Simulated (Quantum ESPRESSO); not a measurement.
# InPd (Fm-3m) in Quantum ESPRESSO: equation of state

How stiff is InPd in PBE, and what volume does it want? The cell is scaled to several volumes.

Program: Quantum ESPRESSO 7.5. These are calculated values, not measurements. Logs are shortened: lines on timing, memory, paths and dates and some standing lists are left out, and cuts for length are marked.

### 1 Starting point

It takes space group Fm-3m (No. 225, cubic). The conventional cell has a = 5.492 Å, b = 5.492 Å, c = 5.492 Å, α = 90.00°, β = 90.00°, γ = 90.00°. Around In (site symmetry m-3m) lie 6 Pd at 2.75 Å. Pd (site symmetry m-3m) has 6 In at 2.75 Å as nearest neighbours.

The cell was built by a generator and needn't be a form met in nature.

### 2 Single point, PBE, 19.47 Å³/atom

File pw.in:

```
&CONTROL
  calculation = 'scf'
  prefix = 'pwscf'
  outdir = './tmp'
  pseudo_dir = './pseudo'
  tprnfor = .true.
  tstress = .true.
  disk_io = 'nowf'
/
&SYSTEM
  ibrav = 0
  nat = 2
  ntyp = 2
  ecutwfc = 60
  ecutrho = 440
  nbnd = 23
  occupations = 'smearing'
  smearing = 'fd'
  degauss = 0.00367493
/
&ELECTRONS
  conv_thr = 4d-10
  electron_maxstep = 120
  mixing_beta = 0.5
/
ATOMIC_SPECIES
In   114.8180 In.pbe-dn-rrkjus_psl.0.2.2.UPF
Pd   106.4200 Pd_ONCV_PBE-1.0.oncvpsp.upf
CELL_PARAMETERS angstrom
   0.0000000000    2.6900120256    2.6900120256
   2.6900120256    0.0000000000    2.6900120256
   2.6900120256    2.6900120256    0.0000000000
ATOMIC_POSITIONS crystal
In     0.0000000000    0.0000000000    0.0000000000
Pd     0.5000000000    0.5000000000    0.5000000000
K_POINTS automatic
8 8 8 0 0 0
```

Potentials or basis: SSSP 1.3 efficiency PBE.

The run is started by

```sh
$ OMP_NUM_THREADS=1 pw.x -in pw.in > pw.out
```

pw.out:

```text
This program is part of the open-source Quantum ESPRESSO suite
     for quantum simulation of materials; please cite
         "P. Giannozzi et al., J. Phys.:Condens. Matter 21 395502 (2009);
         "P. Giannozzi et al., J. Phys.:Condens. Matter 29 465901 (2017);
         "P. Giannozzi et al., J. Chem. Phys. 152 154105 (2020);
     in publications or presentations arising from this work. More details at

     file In.pbe-dn-rrkjus_psl.0.2.2.UPF: wavefunction(s)  5S renormalized
     Message from routine setup:
     using ibrav=0 with symmetry is DISCOURAGED, use correct ibrav instead

     G-vector sticks info
     --------------------
     sticks:   dense  smooth     PW     G-vecs:    dense   smooth      PW
     Sum        1561     847    253                40857    16529    2733

     Using Slab Decomposition

     bravais-lattice index     =            0
     lattice parameter (alat)  =       7.1890  a.u.
     unit-cell volume          =     262.7177 (a.u.)^3
     number of atoms/cell      =            2
     number of atomic types    =            2
     number of electrons       =        31.00
     number of Kohn-Sham states=           23
     kinetic-energy cutoff     =      60.0000  Ry
     charge density cutoff     =     440.0000  Ry
     scf convergence threshold =      4.0E-10
     mixing beta               =       0.5000
     number of iterations used =            8  plain     mixing
     Exchange-correlation= PBE
                           (   1   4   3   4   0   0   0)

     celldm(1)=   7.188993  celldm(2)=   0.000000  celldm(3)=   0.000000
     celldm(4)=   0.000000  celldm(5)=   0.000000  celldm(6)=   0.000000

     crystal axes: (cart. coord. in units of alat)
               a(1) = (   0.000000   0.707107   0.707107 )
               a(2) = (   0.707107   0.000000   0.707107 )
               a(3) = (   0.707107   0.707107   0.000000 )

     reciprocal axes: (cart. coord. in units 2 pi/alat)
               b(1) = ( -0.707107  0.707107  0.707107 )
               b(2) = (  0.707107 -0.707107  0.707107 )
               b(3) = (  0.707107  0.707107 -0.707107 )

     PseudoPot. # 1 for In read from file:
     In.pbe-dn-rrkjus_psl.0.2.2.UPF
     Pseudo is Ultrasoft + core correction, Zval = 13.0
     Generated using "atomic" code by A. Dal Corso  v.5.0.99 svn rev. 10869
     Using radial grid of 1241 points,  6 beta functions with:
                l(1) =   0
                l(2) =   0
                l(3) =   1
                l(4) =   1
                l(5) =   2
                l(6) =   2
     Q(r) pseudized with 0 coefficients

     PseudoPot. # 2 for Pd read from file:
     Pd_ONCV_PBE-1.0.oncvpsp.upf
     Pseudo is Norm-conserving, Zval = 18.0
     Generated using ONCVPSP code by D. R. Hamann
     Using radial grid of 1410 points,  6 beta functions with:
                l(1) =   0
                l(2) =   0
                l(3) =   1
                l(4) =   1
                l(5) =   2
                l(6) =   2

     atomic species   valence    mass     pseudopotential
     In               13.00   114.81800     In( 1.00)
     Pd               18.00   106.42000     Pd( 1.00)

     48 Sym. Ops., with inversion, found

   Cartesian axes

     site n.     atom                  positions (alat units)
         1        In     tau(   1) = (   0.0000000   0.0000000   0.0000000  )
         2        Pd     tau(   2) = (   0.7071068   0.7071068   0.7071068  )

     number of k points=    29  Fermi-Dirac smearing, width (Ry)=  0.0037
                       cart. coord. in units 2pi/alat
        k(    1) = (   0.0000000   0.0000000   0.0000000), wk =   0.0039062
        k(    2) = (   0.0883883   0.0883883  -0.0883883), wk =   0.0312500
        k(    3) = (   0.1767767   0.1767767  -0.1767767), wk =   0.0312500
        k(    4) = (   0.2651650   0.2651650  -0.2651650), wk =   0.0312500
        k(    5) = (  -0.3535534  -0.3535534   0.3535534), wk =   0.0156250
        k(    6) = (   0.1767767   0.0000000   0.0000000), wk =   0.0234375
[... 21 lines left out ...]
        k(   28) = (  -0.7071068   0.1767767  -0.0000000), wk =   0.0468750
        k(   29) = (  -0.7071068   0.3535534   0.0000000), wk =   0.0234375

     Dense  grid:    40857 G-vectors     FFT dimensions: (  50,  50,  50)

     Smooth grid:    16529 G-vectors     FFT dimensions: (  36,  36,  36)

     Initial potential from superposition of free atoms

     starting charge      30.9959, renormalised to      31.0000
     Starting wfcs are   19 randomized atomic wfcs +    4 random wfcs

     Self-consistent Calculation

     iteration #  1     ecut=    60.00 Ry     beta= 0.50
     Davidson diagonalization with overlap
     ethr =  1.00E-02,  avg # of iterations =  5.5

     total energy              =    -397.92249974 Ry
     estimated scf accuracy    <       0.37119478 Ry

     iteration #  2     ecut=    60.00 Ry     beta= 0.50
     Davidson diagonalization with overlap
     ethr =  1.20E-03,  avg # of iterations =  2.2

     total energy              =    -398.01754094 Ry
     estimated scf accuracy    <       0.33670817 Ry

     iteration #  3     ecut=    60.00 Ry     beta= 0.50
     Davidson diagonalization with overlap
     ethr =  1.09E-03,  avg # of iterations =  2.0
[... 29 lines left out ...]
     total energy              =    -398.08282388 Ry
     estimated scf accuracy    <       0.00000024 Ry

     iteration #  8     ecut=    60.00 Ry     beta= 0.50
     Davidson diagonalization with overlap
     ethr =  7.65E-10,  avg # of iterations =  3.9

     total energy              =    -398.08282395 Ry
     estimated scf accuracy    <       0.00000002 Ry

     iteration #  9     ecut=    60.00 Ry     beta= 0.50
     Davidson diagonalization with overlap
     ethr =  7.83E-11,  avg # of iterations =  2.4

     End of self-consistent calculation

          k = 0.0000 0.0000 0.0000 (  2085 PWs)   bands (ev):

   -70.0878 -35.8373 -35.8373 -35.8373  -0.1342  -0.1342  -0.0220  -0.0220
    -0.0220   5.3810  11.5520  11.5520  11.5520  11.8454  11.8454  20.2766
    20.2766  20.2766  23.4586  26.6028  26.9874  26.9874  26.9876

          k = 0.0884 0.0884-0.0884 (  2061 PWs)   bands (ev):

   -70.0878 -35.8386 -35.8376 -35.8376  -0.1189  -0.1189  -0.0177  -0.0064
    -0.0064   5.6525  11.4516  11.5378  11.5378  11.7335  11.7335  18.7457
    20.4940  20.4940  23.3437  26.1107  26.3098  26.3098  27.6005

          k = 0.1768 0.1768-0.1768 (  2060 PWs)   bands (ev):

   -70.0876 -35.8417 -35.8383 -35.8383  -0.0860  -0.0860  -0.0078   0.0365
     0.0365   6.4541  11.1525  11.2216  11.2216  11.7794  11.7794  16.1217
    21.0154  21.0154  22.9793  24.8555  24.8555  25.6179  28.6062

          k = 0.2652 0.2652-0.2652 (  2054 PWs)   bands (ev):

   -70.0875 -35.8449 -35.8391 -35.8391  -0.0581  -0.0581   0.0014   0.0859
     0.0859   7.7261  10.5363  10.8692  10.8692  11.9018  11.9018  13.9617
    21.6579  21.6579  22.4375  23.5177  23.5177  25.5779  30.2972

          k =-0.3536-0.3536 0.3536 (  2060 PWs)   bands (ev):

   -70.0874 -35.8462 -35.8394 -35.8394  -0.0476  -0.0476   0.0052   0.1079
     0.1079   9.1786   9.3701  10.7289  10.7289  11.9569  11.9569  13.1446
    22.2089  22.2821  22.2821  22.6375  22.6375  25.5884  32.0769

          k = 0.1768 0.0000 0.0000 (  2045 PWs)   bands (ev):

   -70.0877 -35.8388 -35.8378 -35.8378  -0.1234  -0.1081  -0.0344   0.0066
     0.0066   5.7411  11.4472  11.4712  11.5640  11.5640  11.8754  19.5930
    19.5930  19.9283  23.2119  24.5827  26.9424  26.9424  27.9243

          k = 0.2652 0.0884-0.0884 (  2054 PWs)   bands (ev):

   -70.0876 -35.8410 -35.8384 -35.8384  -0.1025  -0.0839  -0.0336   0.0370
     0.0439   6.3561  11.0293  11.3048  11.4784  11.6688  11.8835  17.2414
    19.2736  20.7326  22.8494  23.5103  26.5760  26.7394  28.1149

          k = 0.3536 0.1768-0.1768 (  2057 PWs)   bands (ev):

   -70.0875 -35.8439 -35.8393 -35.8392  -0.0711  -0.0653  -0.0106   0.0674
     0.0878   7.4382  10.5634  11.0579  11.1547  11.8537  11.9605  14.7666
    19.4947  20.5285  22.0638  24.4489  25.8257  26.5484  27.9487

          k =-0.2652-0.4419 0.4419 (  2058 PWs)   bands (ev):

   -70.0874 -35.8456 -35.8400 -35.8396  -0.0614  -0.0454   0.0108   0.0885
     0.1098   8.7647   9.8448  10.8711  10.8963  11.9868  12.0544  13.2687
    19.6565  20.1585  21.9934  24.7214  24.9489  27.1846  29.1369

          k =-0.1768-0.3536 0.3536 (  2060 PWs)   bands (ev):

   -70.0874 -35.8453 -35.8400 -35.8394  -0.0721  -0.0369   0.0127   0.0896
     0.0926   8.3681  10.1102  10.8097  10.9694  11.9031  12.0863  13.6565
    18.9397  21.2055  22.2838  24.2519  24.7145  27.5567  29.6742

          k =-0.0884-0.2652 0.2652 (  2055 PWs)   bands (ev):

   -70.0876 -35.8430 -35.8393 -35.8387  -0.0919  -0.0517  -0.0016   0.0475
     0.0673   7.0491  10.8520  11.0000  11.1585  11.7542  11.9837  15.5966
    18.5372  22.2780  23.0605  23.7976  24.4436  27.9109  28.0561

          k = 0.0000-0.1768 0.1768 (  2047 PWs)   bands (ev):

   -70.0877 -35.8402 -35.8383 -35.8380  -0.1112  -0.0872  -0.0161   0.0081
     0.0296   6.0992  11.3401  11.3437  11.3486  11.6299  11.8593  17.8679
    18.8282  21.7184  23.6854  24.4785  24.8713  27.1706  27.5480

          k = 0.3536 0.0000 0.0000 (  2045 PWs)   bands (ev):

   -70.0876 -35.8419 -35.8390 -35.8390  -0.0975  -0.0881  -0.0645   0.0713
     0.0713   6.7447  10.7668  11.2871  11.6810  11.6810  11.9502  18.1128
    18.1128  19.2355  20.9270  22.8518  28.2034  28.2034  30.2735

          k = 0.4419 0.0884-0.0884 (  2060 PWs)   bands (ev):

   -70.0875 -35.8436 -35.8399 -35.8396  -0.0934  -0.0758  -0.0621   0.0965
     0.1049   7.5228  10.5803  11.1504  11.5894  11.8864  12.0276  16.0111
    17.7448  18.4143  20.9535  23.3996  28.0364  28.1869  30.6077

          k =-0.1768-0.5303 0.5303 (  2067 PWs)   bands (ev):

   -70.0874 -35.8446 -35.8412 -35.8400  -0.0987  -0.0466  -0.0235   0.0952
     0.1216   8.4197  10.4445  11.0720  11.2682  12.0604  12.3526  13.8516
    17.2154  18.1766  21.3900  25.4245  27.4053  27.4747  30.4810

          k =-0.0884-0.4419 0.4419 (  2066 PWs)   bands (ev):

   -70.0874 -35.8445 -35.8419 -35.8399  -0.1005  -0.0236   0.0270   0.0689
     0.1079   8.8291  10.1556  10.9935  11.0353  11.9740  12.4943  13.7327
    16.3124  19.2465  21.6783  26.6825  26.9003  28.2791  29.3537

          k = 0.0000-0.3536 0.3536 (  2065 PWs)   bands (ev):

   -70.0875 -35.8439 -35.8410 -35.8394  -0.0977  -0.0229   0.0248   0.0682
     0.0741   8.0359  10.3822  10.9009  11.0477  11.8392  12.2008  15.5066
    16.0506  20.7577  22.2221  25.7332  25.7557  27.8381  28.1840

          k = 0.5303-0.0000 0.0000 (  2068 PWs)   bands (ev):

   -70.0874 -35.8444 -35.8402 -35.8402  -0.1263  -0.0948  -0.0715   0.1294
     0.1294   7.8518  10.8572  11.1168  11.9755  11.9755  12.0288  16.6621
    16.6944  16.6944  19.7969  22.6319  30.3132  30.3132  30.6454

          k =-0.0884-0.6187 0.6187 (  2068 PWs)   bands (ev):

   -70.0874 -35.8448 -35.8411 -35.8405  -0.1396  -0.0834  -0.0555   0.1338
     0.1415   8.2407  11.0158  11.2323  11.7898  12.1386  12.4460  15.1105
    15.3894  16.6818  20.5824  23.2130  29.6958  30.0281  31.4108

          k = 0.0000-0.5303 0.5303 (  2065 PWs)   bands (ev):

   -70.0874 -35.8439 -35.8427 -35.8404  -0.1284  -0.0340  -0.0308   0.1055
     0.1308   8.5985  10.7993  11.1600  11.3741  12.0792  13.3839  13.6493
    14.7374  17.6542  21.2339  25.3160  29.0384  29.1817  29.7218

          k =-0.7071 0.0000 0.0000 (  2068 PWs)   bands (ev):

   -70.0874 -35.8452 -35.8407 -35.8407  -0.1583  -0.1075  -0.0608   0.1514
     0.1514   8.1893  11.0499  11.8020  12.0626  12.1877  12.1877  14.6577
    16.0653  16.0653  19.7111  22.5619  30.4070  31.8034  31.9273

          k = 0.3536 0.1768 0.0000 (  2054 PWs)   bands (ev):

   -70.0875 -35.8428 -35.8396 -35.8390  -0.0953  -0.0605  -0.0330   0.0680
     0.0742   7.0938  10.6863  11.1790  11.3397  11.7399  12.0214  16.5973
    17.3897  20.3311  22.6737  23.8680  25.3658  28.2021  29.3757

          k =-0.2652-0.4419 0.6187 (  2066 PWs)   bands (ev):

   -70.0874 -35.8443 -35.8407 -35.8397  -0.0908  -0.0397  -0.0030   0.0775
     0.1029   8.1549  10.3469  11.0307  11.0931  11.9070  12.2017  14.5459
    17.2953  19.0556  23.2717  24.3873  25.6589  28.2673  29.7378

          k =-0.1768-0.3536 0.5303 (  2062 PWs)   bands (ev):

   -70.0874 -35.8450 -35.8412 -35.8400  -0.0888  -0.0329   0.0252   0.0648
     0.1180   8.8822  10.0415  10.9784  11.0227  11.9980  12.4962  13.2469
    17.8924  18.0945  23.3087  24.1030  27.5489  28.4222  29.2913

          k =-0.1768-0.5303 0.7071 (  2067 PWs)   bands (ev):

   -70.0874 -35.8443 -35.8408 -35.8403  -0.1140  -0.0571  -0.0532   0.1062
     0.1284   8.1402  10.6971  11.0602  11.5329  11.9910  12.2871  15.7107
    16.0680  16.9326  21.9521  23.6444  27.0713  30.5069  31.0704

          k =-0.0884-0.4419 0.6187 (  2070 PWs)   bands (ev):

   -70.0874 -35.8440 -35.8422 -35.8407  -0.1222  -0.0325  -0.0126   0.0769
     0.1397   8.6309  10.7263  11.0636  11.2389  12.0980  13.0927  13.8563
    15.7615  16.5049  22.8520  25.4593  26.3420  28.7594  30.4099

          k = 0.0000-0.3536 0.5303 (  2064 PWs)   bands (ev):

   -70.0874 -35.8438 -35.8424 -35.8403  -0.1127  -0.0239   0.0302   0.0441
     0.1263   8.7200  10.4375  11.0212  11.0899  12.0198  12.6523  14.8318
    14.9838  17.6232  23.4215  25.7496  26.0359  28.3891  29.8894

          k =-0.7071 0.1768-0.0000 (  2076 PWs)   bands (ev):

   -70.0874 -35.8446 -35.8414 -35.8410  -0.1433  -0.0672  -0.0442   0.1161
     0.1515   8.4029  11.0153  11.3059  11.5809  12.1871  13.0350  14.6767
    15.3369  15.4757  21.7121  23.5389  28.8470  29.4741  31.3994

          k =-0.7071 0.3536 0.0000 (  2048 PWs)   bands (ev):

   -70.0874 -35.8430 -35.8430 -35.8413  -0.1327  -0.0228   0.0269   0.0269
     0.1516   8.7001  10.9962  11.0303  11.0303  12.1866  14.2664  14.2664
    14.7523  14.8889  25.3880  25.4699  25.8885  25.8885  32.2010

     the Fermi energy is    14.6660 ev

!    total energy              =    -398.08282395 Ry
     estimated scf accuracy    <          2.6E-10 Ry
     smearing contrib. (-TS)   =      -0.00065458 Ry
     internal energy E=F+TS    =    -398.08216937 Ry

     The total energy is F=E-TS. E is the sum of the following terms:
     one-electron contribution =    -148.55458185 Ry
     hartree contribution      =      95.56899511 Ry
     xc contribution           =     -72.60773441 Ry
     ewald contribution        =    -272.48884823 Ry

     convergence has been achieved in   9 iterations

     Forces acting on atoms (cartesian axes, Ry/au):

     atom    1 type  1   force =     0.00000000   -0.00000000   -0.00000000
     atom    2 type  2   force =    -0.00000000    0.00000000    0.00000000

     Total force =     0.000000     Total SCF correction =     0.000000

     Computing stress (Cartesian axis) and pressure

          total   stress  (Ry/bohr**3)                   (kbar)     P=       64.05
   0.00043537  -0.00000000  -0.00000000           64.05       -0.00       -0.00
  -0.00000000   0.00043537  -0.00000000           -0.00       64.05       -0.00
  -0.00000000  -0.00000000   0.00043537           -0.00       -0.00       64.05

=------------------------------------------------------------------------------=
   JOB DONE.
=------------------------------------------------------------------------------=
```

Run time: 23 s. Hardware: 1 thread of Arm Neoverse V2, shared host; peak memory 0.19 GiB.

What came out:

```yaml
Free_energy: -5416.1927 eV
Pressure: 6.4 GPa
Band_gap_on_the_k_mesh: none (metal or under the smearing width)
```

### 3 Single point, PBE, 19.88 Å³/atom

Changes to pw.in since step 2:

```diff
@@ -29,5 +29,5 @@
 CELL_PARAMETERS angstrom
-   0.0000000000    2.6900120256    2.6900120256
-   2.6900120256    0.0000000000    2.6900120256
-   2.6900120256    2.6900120256    0.0000000000
+   0.0000000000    2.7089563964    2.7089563964
+   2.7089563964    0.0000000000    2.7089563964
+   2.7089563964    2.7089563964    0.0000000000
 ATOMIC_POSITIONS crystal
```

Potentials or basis: SSSP 1.3 efficiency PBE.

The run is started by

```sh
$ OMP_NUM_THREADS=1 pw.x -in pw.in > pw.out
```

Run time: 26 s. Hardware: 1 thread of Arm Neoverse V2, shared host; peak memory 0.2 GiB.

The run converged. Its results:

```yaml
Free_energy: -5416.2205 eV
Pressure: 4.1 GPa
Band_gap_on_the_k_mesh: none (metal or under the smearing width)
```

### 4 Single point, PBE, 20.29 Å³/atom

Changes to pw.in since step 3:

```diff
@@ -29,5 +29,5 @@
 CELL_PARAMETERS angstrom
-   0.0000000000    2.7089563964    2.7089563964
-   2.7089563964    0.0000000000    2.7089563964
-   2.7089563964    2.7089563964    0.0000000000
+   0.0000000000    2.7276394447    2.7276394447
+   2.7276394447    0.0000000000    2.7276394447
+   2.7276394447    2.7276394447    0.0000000000
 ATOMIC_POSITIONS crystal
```

The run is started by

```sh
$ OMP_NUM_THREADS=1 pw.x -in pw.in > pw.out
```

It took 25 s on 1 thread of Arm Neoverse V2, shared host; peak memory 0.2 GiB.

The run converged. Its results:

```yaml
Free_energy: -5416.2367 eV
Pressure: 2.0 GPa
Band_gap_on_the_k_mesh: none (metal or under the smearing width)
```

### 5 Single point, PBE, 20.71 Å³/atom

Changes to pw.in since step 4:

```diff
@@ -29,5 +29,5 @@
 CELL_PARAMETERS angstrom
-   0.0000000000    2.7276394447    2.7276394447
-   2.7276394447    0.0000000000    2.7276394447
-   2.7276394447    2.7276394447    0.0000000000
+   0.0000000000    2.7460700000    2.7460700000
+   2.7460700000    0.0000000000    2.7460700000
+   2.7460700000    2.7460700000    0.0000000000
 ATOMIC_POSITIONS crystal
```

The run is started by

```sh
$ OMP_NUM_THREADS=1 pw.x -in pw.in > pw.out
```

Run time: 29 s. Hardware: 1 thread of Arm Neoverse V2, shared host; peak memory 0.2 GiB.

It converged, with:

- Free energy: -5416.2428 eV
- Pressure: 0.1 GPa
- Band gap on the k mesh: none (metal or under the smearing width)

### 6 Single point, PBE, 21.12 Å³/atom

Changes to pw.in since step 5:

```diff
@@ -29,5 +29,5 @@
 CELL_PARAMETERS angstrom
-   0.0000000000    2.7460700000    2.7460700000
-   2.7460700000    0.0000000000    2.7460700000
-   2.7460700000    2.7460700000    0.0000000000
+   0.0000000000    2.7642564240    2.7642564240
+   2.7642564240    0.0000000000    2.7642564240
+   2.7642564240    2.7642564240    0.0000000000
 ATOMIC_POSITIONS crystal
```

Potentials or basis: SSSP 1.3 efficiency PBE.

The run is started by

```sh
$ OMP_NUM_THREADS=1 pw.x -in pw.in > pw.out
```

Run time: 29 s. Hardware: 1 thread of Arm Neoverse V2, shared host; peak memory 0.2 GiB.

The run converged. Its results:

* Free energy: -5416.2400 eV
* Pressure: -1.5 GPa
* Band gap on the k mesh: none (metal or under the smearing width)

### 7 Single point, PBE, 21.54 Å³/atom

Changes to pw.in since step 6:

```diff
@@ -29,5 +29,5 @@
 CELL_PARAMETERS angstrom
-   0.0000000000    2.7642564240    2.7642564240
-   2.7642564240    0.0000000000    2.7642564240
-   2.7642564240    2.7642564240    0.0000000000
+   0.0000000000    2.7822066440    2.7822066440
+   2.7822066440    0.0000000000    2.7822066440
+   2.7822066440    2.7822066440    0.0000000000
 ATOMIC_POSITIONS crystal
```

The run is started by

```sh
$ OMP_NUM_THREADS=1 pw.x -in pw.in > pw.out
```

It took 30 s on 1 thread of Arm Neoverse V2, shared host; peak memory 0.21 GiB.

The run converged. Its results:

```
Free energy            : -5416.2292 eV
Pressure               : -2.9 GPa
Band gap on the k mesh : none (metal or under the smearing width)
```

### 8 Single point, PBE, 21.95 Å³/atom

Changes to pw.in since step 7:

```diff
@@ -29,5 +29,5 @@
 CELL_PARAMETERS angstrom
-   0.0000000000    2.7822066440    2.7822066440
-   2.7822066440    0.0000000000    2.7822066440
-   2.7822066440    2.7822066440    0.0000000000
+   0.0000000000    2.7999281833    2.7999281833
+   2.7999281833    0.0000000000    2.7999281833
+   2.7999281833    2.7999281833    0.0000000000
 ATOMIC_POSITIONS crystal
```

The run is started by

```sh
$ OMP_NUM_THREADS=1 pw.x -in pw.in > pw.out
```

Wall time 30 s (1 thread of Arm Neoverse V2, shared host); peak memory 0.21 GiB.

The run converged. Its results:

```
Free energy            : -5416.2116 eV
Pressure               : -4.2 GPa
Band gap on the k mesh : none (metal or under the smearing width)
```

(Continued in part 2 of 2.)
